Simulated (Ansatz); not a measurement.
Cu: from a migration barrier to a jump rate

The calculation used DFT PBE, scalar-relativistic, plane waves, PAW in Ansatz. The runs took a 420 eV cutoff, a Γ-centred 4×4×4 mesh and Gaussian smearing (0.1 eV). No spin polarisation.

In a supercell of 27 sites an atom of Cu jumps into a neighbouring Cu vacancy, a = 2.57 Å from site to site in the perfect crystal, in a neutral cell. The half-way point, relaxed in its symmetry, lies 0.663 eV above the relaxed vacancy. Take it as the barrier; the order of the saddle wasn't checked, and the cell is small.

With an assumed attempt frequency of 10¹³ s⁻¹, how often does the jump happen, and how fast does the vacancy diffuse?

Transition-state theory gives Γ = ν exp(−E/k_BT), and one such jump direction contributes Γa²/6 to the vacancy's diffusion coefficient averaged over directions:

| T (K) | E/k_BT | Γ (1/s) | Γa²/6 (cm²/s) |
| --- | --- | --- | --- |
| 300 | 25.7 | 7.2 × 10^1 | 7.9 × 10^-15 |
| 600 | 12.8 | 2.7 × 10^7 | 2.9 × 10^-9 |
| 1000 | 7.7 | 4.5 × 10^9 | 5.0 × 10^-7 |
| 1500 | 5.1 | 5.9 × 10^10 | 6.5 × 10^-6 |

The rate reaches one jump a second at T = E/(k_B ln 10¹³) = 257 K. The number of equivalent jumps multiplies D if they link up through the crystal; a hop between two sites alone gives no long-range diffusion, which then waits on a higher barrier. In either case the atoms' own diffusion carries the vacancy concentration and a correlation factor besides. Rows above the melting point are formal, and so are rows where E/k_BT falls under about 3, since the theory needs rare jumps.

How much does an error of 0.1 eV in the barrier matter?

It multiplies the rate by exp(0.1 eV/k_BT): 48 at 300 K and 3.2 at 1000 K, more than the usual doubt about ν at low temperature.

Cost: 2 runs of about 16 core-minutes in all, on Arm Neoverse V2 (shared hosts).